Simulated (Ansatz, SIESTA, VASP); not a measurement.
Si: 7 runs at one level of theory

The starting cell:

```
CELL_PARAMETERS angstrom
0.00000 2.72185 2.72185
2.72185 0.00000 2.72185
2.72185 2.72185 0.00000
ATOMIC_POSITIONS crystal
Si 0.50000 0.50000 0.50000
Si 0.75000 0.75000 0.75000
```

Alike in all runs: task relaxation of cell and atoms; functional PBE; k mesh 8 × 8 × 8; occupations fermi-dirac, width 0.05 eV; no spin polarisation; no spin-orbit coupling.

```csv
program and potentials,plane-wave cutoff (eV),notes,equilibrium volume (Å³/atom)
"VASP, PBE PAW files Si, 600 eV",600,-,20.44
"VASP, PBE PAW files Si_GW, 680 eV",680,-,20.46
"SIESTA, files PseudoDojo sr-pbe-0.4.1-standard, TZP (energy shift 0.002 Ry)",-,atomic basis,20.67
"VASP, PBE PAW files Si_GW, 630 eV",630,-,20.46
"VASP, PBE PAW files Si, release 54, 580 eV",580,-,20.44
"VASP, PBE PAW files Si, 580 eV",580,-,20.44
"Ansatz, all-electron LAPW, scalar-relativistic",-,-,20.45
```

The equilibrium volume spans 20.44 (VASP, PBE PAW files Si, release 54, 580 eV) to 20.67 Å³/atom (SIESTA, files PseudoDojo sr-pbe-0.4.1-standard, TZP (energy shift 0.002 Ry)), with all-electron results at 20.45. Relaxations stop with a little pressure left, so the last digit of a volume isn't settled. Rows in atomic bases carry the error of their basis and grid, which can be large.

The functional is the same throughout but for its coding, so the spread measures potentials, basis and numerics; runs on potential files found faulty are left out.

The plane-wave PAW volumes, 20.44 to 20.46 Å³/atom, bracket the all-electron value of 20.45, and raising the cutoff within either family of potentials leaves the result unchanged. Such agreement is expected for silicon: the compact neon-like core lies far below the 3s and 3p states that form the sp³ bonds, so it barely responds to the crystal environment and a frozen-core description transfers well. The differences between the standard and GW potentials are too small to rank them.

Only the SIESTA volume, 20.67, stands apart. Its localised orbitals probably leave the density in the bonding region too little variational freedom, which would weaken the bonds slightly, but the pseudopotential changes along with the basis. A plane-wave run with the same PseudoDojo files would separate the two.

Close agreement between codes establishes the PBE volume, not the true one: PBE is known to make silicon slightly too large, because its gradient correction favours the inhomogeneous density of a stretched lattice.
